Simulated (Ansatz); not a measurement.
# CdS: the cost of one run

Program: Ansatz 0.2.0. Level of theory: DFT PBE, scalar-relativistic, plane waves, PAW. These are calculated values, not measurements.

The COD entry's cell or inner coordinates are ideal or old and differ from later refinements, so a difference from it is no clean test against experiment.

**1. Starting point**

Symmetry: F-43m, No. 216, cubic system. Conventional cell: a = 5.820 Å, b = 5.820 Å, c = 5.820 Å, α = 90.00°, β = 90.00°, γ = 90.00°. Cd (site symmetry -43m) is surrounded by 4 S at 2.52 Å. S (site symmetry -43m) is surrounded by 4 Cd at 2.52 Å.

Structure file:

```xyz
2
Lattice="0.0000 2.9100 2.9100 2.9100 0.0000 2.9100 2.9100 2.9100 0.0000" Properties=species:S:1:pos:R:3 pbc="T T T"
Cd    0.0000    0.0000    0.0000
S     4.3650    4.3650    4.3650
```

The structure comes from the Crystallography Open Database.

(A quick probe on a coarse mesh, which set the mesh and smearing, is not shown.)

**3. The relaxation**

input.yaml reads:

```yaml
crystal:
  lattice:
    - [0.0, 2.91, 2.91]
    - [2.91, 0.0, 2.91]
    - [2.91, 2.91, 0.0]
  atoms:
    - { symbol: Cd, position: [0.0, 0.0, 0.0] }
    - { symbol: S, position: [0.75, 0.75, 0.75] }
basis:
  ecutwfc: 420
kpoints:
  mp_grid: { grid: [8, 8, 8] }
hamiltonian:
  xc: pbe
scf:
  occupations: { method: gaussian, width: 0.02 }
output:
  forces: true
  stress: true
  eigenvalues: true
  write_density: true
  write_potential: true
  elf: true
  volumetric_format: npy
relax:
  adjacent_minimum: "off"
  f_tol: 0.005
  max_steps: 80
  cell: { stress_tol: 0.05 }
```

Launch:

```console
$ ansatz run input.yaml --threads 4 --pin off --max-ram 12288MiB --backend cpu --events-out ev --progress --plain --runs-dir out
```

**Question.** How long does this run take on 4 threads of Arm Neoverse V2, shared host, and how much memory does it need?

About 2.3 s, with a peak of 0.36 GiB.
